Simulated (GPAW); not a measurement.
# Bi (Im-3m) in GPAW: notebook

One crystal, Bi, is run at these levels: PBE+D3(BJ), PBE+D4; tasks: relaxation of cell and atoms.

Program: GPAW 26.7.0. These are calculated values, not measurements. Logs are shortened: lines on timing, memory, paths and dates and some standing lists are left out, and cuts for length are marked. The log counts tension as positive stress, the text compression.

## 1. Starting point

Symmetry: Im-3m, No. 229, cubic system. Conventional cell: a = 3.963 Å, b = 3.963 Å, c = 3.963 Å, α = 90.00°, β = 90.00°, γ = 90.00°. Bi (site symmetry m-3m) is surrounded by 8 Bi at 3.43 Å.

This isn't the form of Bi at room conditions, which is rhombohedral.

## 2. Relaxation of cell and atoms, PBE+D3(BJ), target pressure 1 GPa, at which the enthalpy is minimised

Input file run.py:

```python
from ase.calculators.mixing import SumCalculator
from ase.filters import FrechetCellFilter
from ase.io import read, write
from ase.optimize import LBFGS
from ase.units import GPa
from dftd3.ase import DFTD3
from gpaw import GPAW, PW

atoms = read('POSCAR')

calc = GPAW(mode=PW(600),
            xc='PBE',
            kpts={'size': (9, 9, 9), 'gamma': True},
            occupations={'name': 'fermi-dirac', 'width': 0.05},
            nbands=15,
            convergence={'density': 1e-05, 'forces': 0.0001},
            maxiter=150,
            txt='gpaw.txt')
atoms.calc = SumCalculator([calc, DFTD3(method='pbe', damping='d3bj')])
opt = LBFGS(FrechetCellFilter(atoms, scalar_pressure=1 * GPa), trajectory='relax.traj', logfile='-')
done = opt.run(fmax=0.02, steps=40)
calc.write('gs.gpw')
write('result.traj', atoms)
print('Converged:', done)
print('Cell:', atoms.cell.cellpar().round(4))
print('Volume:', round(atoms.get_volume(), 4))
print(atoms.get_scaled_positions().round(5))
```

Input file POSCAR:

```
Bi
1.0
   -1.9814305318      1.9814305318      1.9814305318
    1.9814305318     -1.9814305318      1.9814305318
    1.9814305318      1.9814305318     -1.9814305318
Bi
1
Direct
    0.0000000000      0.0000000000      0.0000000000
```

Potentials or basis: GPAW PAW data sets (gpaw-data 1.2.1), pw.

Launch:

```sh
$ OMP_NUM_THREADS=1 python run.py
```

gpaw.txt:

```text
__  _  _
 | _ |_)|_||  |
 |__||  | ||/\| - 26.7.0

Input parameters:
  mode=PW(ecut=600.0),
  convergence={'density': 1e-05, 'forces': 0.0001},
  kpts=MonkhorstPack(size=(9, 9, 9), gamma=True),
  maxiter=150,
  nbands=15,
  occupations=Occupations(name='fermi-dirac', width=0.05),
  xc=XC(name='PBE')

Diagonalizing LCAO Hamiltonian
Converting LCAO to pw mode

       Bi

Atoms  # Å, Bohr magnetons
|   | symbol |        x |        y |        z |    initial magnetic moments |
|---|--------|----------|----------|----------|-----------------------------|
| 0 |     Bi | 0.000000 | 0.000000 | 0.000000 | ( 0.0000,  0.0000,  0.0000) |

Unit cell  # Å
| periodic |         x |         y |         z |  lengths |     angles |
|----------|-----------|-----------|-----------|----------|------------|
|      yes | -1.981431 |  1.981431 |  1.981431 | 3.431938 | 109.471221 |
|      yes |  1.981431 | -1.981431 |  1.981431 | 3.431938 | 109.471221 |
|      yes |  1.981431 |  1.981431 | -1.981431 | 3.431938 | 109.471221 |

Number of symmetries: 48
Symmetry operations  # r_c * U_cc + t_c -> r_c
|    | kind |            matrix            |
|----|------|------------------------------|
|  0 |  σ   |  1, 1, 1,  0, 0,-1,  0,-1, 0 |
|  1 |  C4  |  1, 1, 1,  0, 0,-1, -1, 0, 0 |
|  2 |  C2  |  1, 1, 1,  0,-1, 0,  0, 0,-1 |
|  3 |  S6  |  1, 1, 1,  0,-1, 0, -1, 0, 0 |
|  4 |  S6  |  1, 1, 1, -1, 0, 0,  0, 0,-1 |
|  5 |  C4  |  1, 1, 1, -1, 0, 0,  0,-1, 0 |
|  6 |  E   |  1, 0, 0,  0, 1, 0,  0, 0, 1 |
|  7 |  σ   |  1, 0, 0,  0, 1, 0, -1,-1,-1 |
|  8 |  σ   |  1, 0, 0,  0, 0, 1,  0, 1, 0 |
|  9 |  C3  |  1, 0, 0,  0, 0, 1, -1,-1,-1 |
| 10 |  C3  |  1, 0, 0, -1,-1,-1,  0, 1, 0 |
| 11 |  σ   |  1, 0, 0, -1,-1,-1,  0, 0, 1 |
| 12 |  σ   |  0, 1, 0,  1, 0, 0,  0, 0, 1 |
| 13 |  C2  |  0, 1, 0,  1, 0, 0, -1,-1,-1 |
| 14 |  C3  |  0, 1, 0,  0, 0, 1,  1, 0, 0 |
| 15 |  S4  |  0, 1, 0,  0, 0, 1, -1,-1,-1 |
| 16 |  S4  |  0, 1, 0, -1,-1,-1,  1, 0, 0 |
| 17 |  C3  |  0, 1, 0, -1,-1,-1,  0, 0, 1 |
| 18 |  C3  |  0, 0, 1,  1, 0, 0,  0, 1, 0 |
| 19 |  S4  |  0, 0, 1,  1, 0, 0, -1,-1,-1 |
| 20 |  σ   |  0, 0, 1,  0, 1, 0,  1, 0, 0 |
| 21 |  C3  |  0, 0, 1,  0, 1, 0, -1,-1,-1 |
| 22 |  C2  |  0, 0, 1, -1,-1,-1,  1, 0, 0 |
| 23 |  S4  |  0, 0, 1, -1,-1,-1,  0, 1, 0 |
| 24 |  C4  |  0, 0,-1,  1, 1, 1,  0,-1, 0 |
| 25 |  σ   |  0, 0,-1,  1, 1, 1, -1, 0, 0 |
| 26 |  S6  |  0, 0,-1,  0,-1, 0,  1, 1, 1 |
| 27 |  C2  |  0, 0,-1,  0,-1, 0, -1, 0, 0 |
| 28 |  C4  |  0, 0,-1, -1, 0, 0,  1, 1, 1 |
| 29 |  S6  |  0, 0,-1, -1, 0, 0,  0,-1, 0 |
| 30 |  S6  |  0,-1, 0,  1, 1, 1,  0, 0,-1 |
| 31 |  C4  |  0,-1, 0,  1, 1, 1, -1, 0, 0 |
| 32 |  C4  |  0,-1, 0,  0, 0,-1,  1, 1, 1 |
| 33 |  S6  |  0,-1, 0,  0, 0,-1, -1, 0, 0 |
| 34 |  σ   |  0,-1, 0, -1, 0, 0,  1, 1, 1 |
| 35 |  C2  |  0,-1, 0, -1, 0, 0,  0, 0,-1 |
| 36 |  C2  | -1, 0, 0,  1, 1, 1,  0, 0,-1 |
| 37 |  S6  | -1, 0, 0,  1, 1, 1,  0,-1, 0 |
| 38 |  S6  | -1, 0, 0,  0, 0,-1,  1, 1, 1 |
| 39 |  C2  | -1, 0, 0,  0, 0,-1,  0,-1, 0 |
| 40 |  C2  | -1, 0, 0,  0,-1, 0,  1, 1, 1 |
| 41 |  i   | -1, 0, 0,  0,-1, 0,  0, 0,-1 |
| 42 |  S4  | -1,-1,-1,  1, 0, 0,  0, 1, 0 |
| 43 |  C3  | -1,-1,-1,  1, 0, 0,  0, 0, 1 |
[... 144 lines left out ...]
Fermi level: 7.684
Eigenvalues  # (at kpt = [0.000, 0.000, 0.000])
| band index |      eig [eV] | occ [0-2] |
|------------|---------------|-----------|
|          0 |       -15.582 |     2.000 |
|          1 |       -15.582 |     2.000 |
|          2 |       -15.582 |     2.000 |
|          3 |       -15.454 |     2.000 |
|          4 |       -15.454 |     2.000 |
|          5 |        -5.774 |     2.000 |
|          6 |        12.753 |     0.000 |
|          7 |        12.753 |     0.000 |
|          8 |        12.753 |     0.000 |
|          9 |        16.913 |     0.000 |
|         10 |        18.218 |     0.000 |
|         11 |        18.218 |     0.000 |
|         12 |        18.218 |     0.000 |
|         13 |        19.289 |     0.000 |
|         14 |        19.289 |     0.000 |

No gap
No difference between direct/indirect transitions

Stress tensor  # eV/Ang^3
|         x |         y |         z |
|-----------|-----------|-----------|
| -0.004689 |  0.000000 |  0.000000 |
|  0.000000 | -0.004689 | -0.000000 |
|  0.000000 | -0.000000 | -0.004689 |

Forces  # eV/Ang
|        x |       y |        z |
|----------|---------|----------|
| -0.00000 | 0.00000 | -0.00000 |  # Bi   0

Interpolating wave functions to new cell

       Bi

Atoms  # Å, Bohr magnetons
|   | symbol |         x |        y |         z |    initial magnetic moments |
|---|--------|-----------|----------|-----------|-----------------------------|
| 0 |     Bi | -0.000000 | 0.000000 | -0.000000 | ( 0.0000,  0.0000,  0.0000) |

Unit cell  # Å
| periodic |         x |         y |         z |  lengths |     angles |
|----------|-----------|-----------|-----------|----------|------------|
|      yes | -1.966006 |  1.966006 |  1.966006 | 3.405222 | 109.471221 |
|      yes |  1.966006 | -1.966006 |  1.966006 | 3.405222 | 109.471221 |
|      yes |  1.966006 |  1.966006 | -1.966006 | 3.405222 | 109.471221 |

Number of symmetries: 48
Symmetry operations  # r_c * U_cc + t_c -> r_c
|    | kind |            matrix            |
|----|------|------------------------------|
|  0 |  σ   |  1, 1, 1,  0, 0,-1,  0,-1, 0 |
|  1 |  C4  |  1, 1, 1,  0, 0,-1, -1, 0, 0 |
|  2 |  C2  |  1, 1, 1,  0,-1, 0,  0, 0,-1 |
|  3 |  S6  |  1, 1, 1,  0,-1, 0, -1, 0, 0 |
|  4 |  S6  |  1, 1, 1, -1, 0, 0,  0, 0,-1 |
|  5 |  C4  |  1, 1, 1, -1, 0, 0,  0,-1, 0 |
|  6 |  E   |  1, 0, 0,  0, 1, 0,  0, 0, 1 |
|  7 |  σ   |  1, 0, 0,  0, 1, 0, -1,-1,-1 |
|  8 |  σ   |  1, 0, 0,  0, 0, 1,  0, 1, 0 |
|  9 |  C3  |  1, 0, 0,  0, 0, 1, -1,-1,-1 |
| 10 |  C3  |  1, 0, 0, -1,-1,-1,  0, 1, 0 |
| 11 |  σ   |  1, 0, 0, -1,-1,-1,  0, 0, 1 |
| 12 |  σ   |  0, 1, 0,  1, 0, 0,  0, 0, 1 |
| 13 |  C2  |  0, 1, 0,  1, 0, 0, -1,-1,-1 |
| 14 |  C3  |  0, 1, 0,  0, 0, 1,  1, 0, 0 |
| 15 |  S4  |  0, 1, 0,  0, 0, 1, -1,-1,-1 |
| 16 |  S4  |  0, 1, 0, -1,-1,-1,  1, 0, 0 |
| 17 |  C3  |  0, 1, 0, -1,-1,-1,  0, 0, 1 |
| 18 |  C3  |  0, 0, 1,  1, 0, 0,  0, 1, 0 |
| 19 |  S4  |  0, 0, 1,  1, 0, 0, -1,-1,-1 |
| 20 |  σ   |  0, 0, 1,  0, 1, 0,  1, 0, 0 |
| 21 |  C3  |  0, 0, 1,  0, 1, 0, -1,-1,-1 |
| 22 |  C2  |  0, 0, 1, -1,-1,-1,  1, 0, 0 |
| 23 |  S4  |  0, 0, 1, -1,-1,-1,  0, 1, 0 |
| 24 |  C4  |  0, 0,-1,  1, 1, 1,  0,-1, 0 |
| 25 |  σ   |  0, 0,-1,  1, 1, 1, -1, 0, 0 |
| 26 |  S6  |  0, 0,-1,  0,-1, 0,  1, 1, 1 |
| 27 |  C2  |  0, 0,-1,  0,-1, 0, -1, 0, 0 |
| 28 |  C4  |  0, 0,-1, -1, 0, 0,  1, 1, 1 |
| 29 |  S6  |  0, 0,-1, -1, 0, 0,  0,-1, 0 |
| 30 |  S6  |  0,-1, 0,  1, 1, 1,  0, 0,-1 |
| 31 |  C4  |  0,-1, 0,  1, 1, 1, -1, 0, 0 |
| 32 |  C4  |  0,-1, 0,  0, 0,-1,  1, 1, 1 |
| 33 |  S6  |  0,-1, 0,  0, 0,-1, -1, 0, 0 |
| 34 |  σ   |  0,-1, 0, -1, 0, 0,  1, 1, 1 |
| 35 |  C2  |  0,-1, 0, -1, 0, 0,  0, 0,-1 |
| 36 |  C2  | -1, 0, 0,  1, 1, 1,  0, 0,-1 |
| 37 |  S6  | -1, 0, 0,  1, 1, 1,  0,-1, 0 |
| 38 |  S6  | -1, 0, 0,  0, 0,-1,  1, 1, 1 |
| 39 |  C2  | -1, 0, 0,  0, 0,-1,  0,-1, 0 |
| 40 |  C2  | -1, 0, 0,  0,-1, 0,  1, 1, 1 |
| 41 |  i   | -1, 0, 0,  0,-1, 0,  0, 0,-1 |
| 42 |  S4  | -1,-1,-1,  1, 0, 0,  0, 1, 0 |
| 43 |  C3  | -1,-1,-1,  1, 0, 0,  0, 0, 1 |
[... 144 lines left out ...]
Fermi level: 8.010
Eigenvalues  # (at kpt = [0.000, 0.000, 0.000])
| band index |      eig [eV] | occ [0-2] |
|------------|---------------|-----------|
|          0 |       -15.311 |     2.000 |
|          1 |       -15.311 |     2.000 |
|          2 |       -15.311 |     2.000 |
|          3 |       -15.173 |     2.000 |
|          4 |       -15.173 |     2.000 |
|          5 |        -5.650 |     2.000 |
|          6 |        13.215 |     0.000 |
|          7 |        13.215 |     0.000 |
|          8 |        13.215 |     0.000 |
|          9 |        17.511 |     0.000 |
|         10 |        18.517 |     0.000 |
|         11 |        18.517 |     0.000 |
|         12 |        18.517 |     0.000 |
|         13 |        19.730 |     0.000 |
|         14 |        19.730 |     0.000 |

No gap
No difference between direct/indirect transitions

Stress tensor  # eV/Ang^3
|         x |         y |         z |
|-----------|-----------|-----------|
| -0.013383 | -0.000000 | -0.000000 |
| -0.000000 | -0.013383 | -0.000000 |
| -0.000000 | -0.000000 | -0.013383 |

Forces  # eV/Ang
|       x |       y |        z |
|---------|---------|----------|
| 0.00000 | 0.00000 | -0.00000 |  # Bi   0

Interpolating wave functions to new cell

       Bi

Atoms  # Å, Bohr magnetons
|   | symbol |         x |        y |         z |    initial magnetic moments |
|---|--------|-----------|----------|-----------|-----------------------------|
| 0 |     Bi | -0.000000 | 0.000000 | -0.000000 | ( 0.0000,  0.0000,  0.0000) |

Unit cell  # Å
| periodic |         x |         y |         z |  lengths |     angles |
|----------|-----------|-----------|-----------|----------|------------|
|      yes | -1.948034 |  1.948034 |  1.948034 | 3.374094 | 109.471221 |
|      yes |  1.948034 | -1.948034 |  1.948034 | 3.374094 | 109.471221 |
|      yes |  1.948034 |  1.948034 | -1.948034 | 3.374094 | 109.471221 |

Number of symmetries: 48
Symmetry operations  # r_c * U_cc + t_c -> r_c
|    | kind |            matrix            |
|----|------|------------------------------|
|  0 |  σ   |  1, 1, 1,  0, 0,-1,  0,-1, 0 |
|  1 |  C4  |  1, 1, 1,  0, 0,-1, -1, 0, 0 |
|  2 |  C2  |  1, 1, 1,  0,-1, 0,  0, 0,-1 |
|  3 |  S6  |  1, 1, 1,  0,-1, 0, -1, 0, 0 |
|  4 |  S6  |  1, 1, 1, -1, 0, 0,  0, 0,-1 |
|  5 |  C4  |  1, 1, 1, -1, 0, 0,  0,-1, 0 |
|  6 |  E   |  1, 0, 0,  0, 1, 0,  0, 0, 1 |
|  7 |  σ   |  1, 0, 0,  0, 1, 0, -1,-1,-1 |
|  8 |  σ   |  1, 0, 0,  0, 0, 1,  0, 1, 0 |
|  9 |  C3  |  1, 0, 0,  0, 0, 1, -1,-1,-1 |
| 10 |  C3  |  1, 0, 0, -1,-1,-1,  0, 1, 0 |
| 11 |  σ   |  1, 0, 0, -1,-1,-1,  0, 0, 1 |
| 12 |  σ   |  0, 1, 0,  1, 0, 0,  0, 0, 1 |
| 13 |  C2  |  0, 1, 0,  1, 0, 0, -1,-1,-1 |
| 14 |  C3  |  0, 1, 0,  0, 0, 1,  1, 0, 0 |
| 15 |  S4  |  0, 1, 0,  0, 0, 1, -1,-1,-1 |
| 16 |  S4  |  0, 1, 0, -1,-1,-1,  1, 0, 0 |
| 17 |  C3  |  0, 1, 0, -1,-1,-1,  0, 0, 1 |
| 18 |  C3  |  0, 0, 1,  1, 0, 0,  0, 1, 0 |
| 19 |  S4  |  0, 0, 1,  1, 0, 0, -1,-1,-1 |
| 20 |  σ   |  0, 0, 1,  0, 1, 0,  1, 0, 0 |
| 21 |  C3  |  0, 0, 1,  0, 1, 0, -1,-1,-1 |
| 22 |  C2  |  0, 0, 1, -1,-1,-1,  1, 0, 0 |
| 23 |  S4  |  0, 0, 1, -1,-1,-1,  0, 1, 0 |
| 24 |  C4  |  0, 0,-1,  1, 1, 1,  0,-1, 0 |
| 25 |  σ   |  0, 0,-1,  1, 1, 1, -1, 0, 0 |
| 26 |  S6  |  0, 0,-1,  0,-1, 0,  1, 1, 1 |
| 27 |  C2  |  0, 0,-1,  0,-1, 0, -1, 0, 0 |
| 28 |  C4  |  0, 0,-1, -1, 0, 0,  1, 1, 1 |
| 29 |  S6  |  0, 0,-1, -1, 0, 0,  0,-1, 0 |
| 30 |  S6  |  0,-1, 0,  1, 1, 1,  0, 0,-1 |
| 31 |  C4  |  0,-1, 0,  1, 1, 1, -1, 0, 0 |
| 32 |  C4  |  0,-1, 0,  0, 0,-1,  1, 1, 1 |
| 33 |  S6  |  0,-1, 0,  0, 0,-1, -1, 0, 0 |
| 34 |  σ   |  0,-1, 0, -1, 0, 0,  1, 1, 1 |
| 35 |  C2  |  0,-1, 0, -1, 0, 0,  0, 0,-1 |
| 36 |  C2  | -1, 0, 0,  1, 1, 1,  0, 0,-1 |
| 37 |  S6  | -1, 0, 0,  1, 1, 1,  0,-1, 0 |
| 38 |  S6  | -1, 0, 0,  0, 0,-1,  1, 1, 1 |
| 39 |  C2  | -1, 0, 0,  0, 0,-1,  0,-1, 0 |
| 40 |  C2  | -1, 0, 0,  0,-1, 0,  1, 1, 1 |
| 41 |  i   | -1, 0, 0,  0,-1, 0,  0, 0,-1 |
| 42 |  S4  | -1,-1,-1,  1, 0, 0,  0, 1, 0 |
| 43 |  C3  | -1,-1,-1,  1, 0, 0,  0, 0, 1 |
[... 144 lines left out ...]
Fermi level: 8.394
Eigenvalues  # (at kpt = [0.000, 0.000, 0.000])
| band index |      eig [eV] | occ [0-2] |
|------------|---------------|-----------|
|          0 |       -14.988 |     2.000 |
|          1 |       -14.988 |     2.000 |
|          2 |       -14.988 |     2.000 |
|          3 |       -14.837 |     2.000 |
|          4 |       -14.837 |     2.000 |
|          5 |        -5.504 |     2.000 |
|          6 |        13.771 |     0.000 |
|          7 |        13.771 |     0.000 |
|          8 |        13.771 |     0.000 |
|          9 |        18.234 |     0.000 |
|         10 |        18.874 |     0.000 |
|         11 |        18.874 |     0.000 |
|         12 |        18.874 |     0.000 |
|         13 |        20.262 |     0.000 |
|         14 |        20.262 |     0.000 |

No gap
No difference between direct/indirect transitions

Stress tensor  # eV/Ang^3
|         x |         y |         z |
|-----------|-----------|-----------|
| -0.024490 |  0.000000 | -0.000000 |
|  0.000000 | -0.024490 |  0.000000 |
| -0.000000 |  0.000000 | -0.024490 |

Forces  # eV/Ang
|        x |       y |        z |
|----------|---------|----------|
| -0.00000 | 0.00000 | -0.00000 |  # Bi   0

# Writing to gs.gpw (mode='')
```

It took 23 s on 1 thread of Arm Neoverse V1, shared host; peak memory 0.16 GiB.

Results:

```
Free energy                                            : -5.0689 eV
Relaxed volume                                         : 29.57 Å³/atom
Relaxed cell                                           : a = 3.374 Å, b = 3.374 Å, c = 3.374 Å, α = 109.47°, β = 109.47°, γ = 109.47°
Space group after relaxing (to 0.05 Å)                 : Im-3m (No. 229)
Energy change on relaxing (the enthalpy is what falls) : -3.6 meV/atom
Ionic steps                                            : 3
Pressure after relaxing                                : 1.1 GPa
Band gap on the k mesh                                 : none (metal or under the smearing width)
Dispersion energy per atom                             : -0.532 eV
```

Step by step:
```tsv
step	energy change (eV)	largest force (eV/Å)	pressure (GPa)	volume (Å³)
1	0.0000	0.0000	-1.82	31.12
2	-0.0052	0.0000	-0.56	30.40
3	-0.0036	0.0000	1.05	29.57
```

Final structure:
```
CELL_PARAMETERS angstrom
-1.94803 1.94803 1.94803
1.94803 -1.94803 1.94803
1.94803 1.94803 -1.94803
ATOMIC_POSITIONS crystal
Bi 0.00000 0.00000 0.00000
```

Caveat: later steps reuse the first step's grids; spin-orbit coupling is left out, which moves the levels of the heavy elements; pairwise dispersion overbinds metals, which lowers pressure and volume.

## 3. Relaxation of cell and atoms, PBE+D4

Input file run.py:

```python
from ase import Atoms
from ase.calculators.mixing import SumCalculator
from ase.filters import FrechetCellFilter
from ase.io import write
from ase.optimize import BFGS
from dftd4.ase import DFTD4
from gpaw import GPAW, PW

atoms = Atoms(['Bi'],
              cell=[[-1.9814305318, 1.9814305318, 1.9814305318],
                    [1.9814305318, -1.9814305318, 1.9814305318],
                    [1.9814305318, 1.9814305318, -1.9814305318]],
              scaled_positions=[[0.0, 0.0, 0.0]],
              pbc=True)

calc = GPAW(mode=PW(600),
            xc='PBE',
            kpts={'size': (9, 9, 9), 'gamma': True},
            occupations={'name': 'fermi-dirac', 'width': 0.05},
            nbands=15,
            convergence={'density': 1e-05, 'forces': 0.0001},
            maxiter=150,
            txt='gpaw.txt')
atoms.calc = SumCalculator([calc, DFTD4(method='pbe')])
opt = BFGS(FrechetCellFilter(atoms), trajectory='relax.traj', logfile='-')
done = opt.run(fmax=0.02, steps=40)
calc.write('gs.gpw')
write('result.traj', atoms)
print('Converged:', done)
print('Cell:', atoms.cell.cellpar().round(4))
print('Volume:', round(atoms.get_volume(), 4))
print(atoms.get_scaled_positions().round(5))
```

Potentials or basis: GPAW PAW data sets (gpaw-data 1.2.1), pw.

Launch:

```sh
$ OMP_NUM_THREADS=1 python run.py
```

Run time: 24 s. Hardware: 1 thread of Arm Neoverse V1, shared host; peak memory 0.16 GiB.

The run converged. Its results:

```
Free energy                            : -5.1119 eV
Relaxed volume                         : 30.08 Å³/atom
Relaxed cell                           : a = 3.393 Å, b = 3.393 Å, c = 3.393 Å, α = 109.47°, β = 109.47°, γ = 109.47°
Space group after relaxing (to 0.05 Å) : Im-3m (No. 229)
Energy gained by relaxing              : 5.6 meV/atom
Ionic steps                            : 3
Pressure after relaxing                : 0.0 GPa
Band gap on the k mesh                 : none (metal or under the smearing width)
Dispersion energy per atom             : -0.565 eV
```

The path:
```
step  energy change (eV)  largest force (eV/Å)  pressure (GPa)  volume (Å³)
   1              0.0000                0.0000           -1.83        31.12
   2             -0.0041                0.0000           -1.02        30.65
   3             -0.0056                0.0000            0.03        30.08
```

Final structure:
```yaml
crystal:
  lattice:
    - [-1.95921, 1.95921, 1.95921]
    - [1.95921, -1.95921, 1.95921]
    - [1.95921, 1.95921, -1.95921]
  atoms:
    - { symbol: Bi, position: [0.00000, 0.00000, 0.00000] }
```

Levels at points of the mesh, in eV from the Fermi level:
```tsv
k point	band 3	band 4	band 5	band 6	band 7	band 8	band 9	band 10	band 11
(0.00, 0.00, 0.00)	-23.34	-23.20	-23.20	-13.75	5.27	5.27	5.27	9.63	10.50
```

Caveat: later steps reuse the first step's grids; spin-orbit coupling is left out, which moves the levels of the heavy elements; pairwise dispersion overbinds metals, which lowers pressure and volume.
